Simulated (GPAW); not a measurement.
Input of a GPAW 26.7.0 run:

The input run.py:

```python
from ase import Atoms
from ase.dft.bandgap import bandgap
from ase.io import write
from ase.units import Bohr, GPa
from gpaw import GPAW, PW
from gpaw.elf import elf_from_dft_calculation

atoms = Atoms(['Te', 'Sn'],
              cell=[[0.0, 3.611146, 3.611146],
                    [3.611146, 0.0, 3.611146],
                    [3.611146, 3.611146, 0.0]],
              scaled_positions=[[0.25, 0.25, 0.25],
                                [0.0, 0.0, 0.0]],
              pbc=True)

calc = GPAW(mode=PW(600),
            xc='PBE',
            kpts={'size': (7, 7, 7), 'gamma': True},
            occupations={'name': 'fermi-dirac', 'width': 0.05},
            nbands=19,
            convergence={'density': 1e-05, 'energy': 1e-05},
            maxiter=150,
            txt='gpaw.txt')
atoms.calc = calc
energy = atoms.get_potential_energy()
forces = atoms.get_forces()
stress = atoms.get_stress()
calc.write('gs.gpw')
write('result.traj', atoms)
print(f'Energy: {energy:.6f} eV')
print('Forces (eV/A):')
print(forces.round(4))
print('Stress (GPa):', (stress / GPa).round(3))
print('Fermi level:', round(calc.get_fermi_level(), 4), 'eV')
print(f'Gap: {bandgap(calc)[0]:.4f} eV, direct: {bandgap(calc, direct=True)[0]:.4f} eV')

# fields on the real-space grid
write('density.cube', atoms, data=calc.get_pseudo_density() * Bohr**3)
write('potential.cube', atoms, data=calc.get_electrostatic_potential())
write('elf.cube', atoms, data=elf_from_dft_calculation(calc).data)
```

Potentials or basis: GPAW PAW data sets (gpaw-data 1.2.1), pw.

Run with:

```console
$ OMP_NUM_THREADS=1 python run.py
```

Task: What does it give for the band gap on the k mesh?

Result: 0.33 eV, indirect (least direct gap 0.82 eV).

Task: Estimate the pressure.

Result: -0.2 GPa.

Caveat: spin-orbit coupling is left out, which moves the levels of the heavy elements; an odd mesh through Γ misses points on the zone boundary, where band edges often lie.
